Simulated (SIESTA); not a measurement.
**Sr under changes of volume**

One of the cells (57.446 Å³/atom); the others are scaled copies at fixed shape and fractional positions:

```
Sr
1.0
     0.00000    3.06250    3.06250
     3.06250    0.00000    3.06250
     3.06250    3.06250    0.00000
Sr
1
Cartesian
  0.0000 0.0000 0.0000
```

```yaml
Program: SIESTA 5.4.2
Functional: PBEsol
Potentials_or_basis: PseudoDojo 0.4 standard (PBEsol files)
Basis: DZP (energy shift 0.003 Ry; two zetas on semicore shells; d shell added on Sr)
Grid_cutoff: 500 Ry
Energy_shift: 0.003 Ry
k_mesh: 8 × 8 × 8
Occupations: fermi-dirac, width 0.05 eV
Spin: no spin polarisation
```

| volume (Å³/atom) | energy over the lowest point (meV/atom) | pressure (GPa) |
| --- | --- | --- |
| 52.940 | 0.00 | -0.2 |
| 54.067 | 2.98 | -0.5 |
| 55.193 | ? | ? |
| 57.446 | 21.13 | -1.1 |
| 58.572 | 29.74 | -1.3 |
| 59.698 | 39.40 | -1.4 |

Problem. What does the run at 55.193 Å³/atom give?

Solution. Energy over the lowest point 7.60 meV/atom; pressure -0.7 GPa.

Worked out: A Birch-Murnaghan fit of order 3 (a polynomial in V^(-2/3)) to the other rows has its minimum at 51.73 Å³/atom, just outside them, with B0 = V·E''(V) = 13.5 GPa and B' = 4.1. It gives 7.60 meV/atom at 55.193 Å³/atom, against the run's 7.60, and -dE/dV = -0.8 GPa, against -0.7.

Energies are extrapolated to zero smearing.

Caveats: the basis of atomic orbitals isn't converged, which shifts pressures, moduli and gaps.
